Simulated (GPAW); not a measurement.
Input of a GPAW 26.7.0 run:

run.py

```python
from ase import Atoms
from ase.filters import FrechetCellFilter
from ase.io import write
from ase.optimize import LBFGS
from gpaw import GPAW, PW

atoms = Atoms(['As', 'B'],
              cell=[[0.0, 2.3885, 2.3885],
                    [2.3885, 0.0, 2.3885],
                    [2.3885, 2.3885, 0.0]],
              scaled_positions=[[0.75, 0.75, 0.75],
                                [0.0, 0.0, 0.0]],
              pbc=True)

calc = GPAW(mode=PW(800),
            xc='revPBE',
            kpts={'size': (10, 10, 10), 'gamma': True},
            occupations={'name': 'fermi-dirac', 'width': 0.05},
            nbands=11,
            convergence={'density': 1e-05, 'forces': 0.0001},
            maxiter=150,
            txt='gpaw.txt')
atoms.calc = calc
opt = LBFGS(FrechetCellFilter(atoms), trajectory='relax.traj', logfile='-')
done = opt.run(fmax=0.02, steps=40)
calc.write('gs.gpw')
write('result.traj', atoms)
print('Converged:', done)
print('Cell:', atoms.cell.cellpar().round(4))
print('Volume:', round(atoms.get_volume(), 4))
print(atoms.get_scaled_positions().round(5))
```

Potentials or basis: the program's PAW data sets (release 1.2.1) made for this functional, pw.

The run is started by

```console
$ OMP_NUM_THREADS=1 python run.py
```

Question: What does it give for the relaxed cell?

Answer: a = 3.420 Å, b = 3.420 Å, c = 3.420 Å, α = 60.00°, β = 60.00°, γ = 60.00°.

Question: What does it give for the space group after relaxing (to 0.05 Å)?

Answer: F-43m (No. 216).

Final structure:
```
As B
1.0
     0.00000    2.41830    2.41830
     2.41830    0.00000    2.41830
     2.41830    2.41830    0.00000
As B
1 1
Direct
  0.75000 0.75000 0.75000
  0.00000 0.00000 0.00000
```
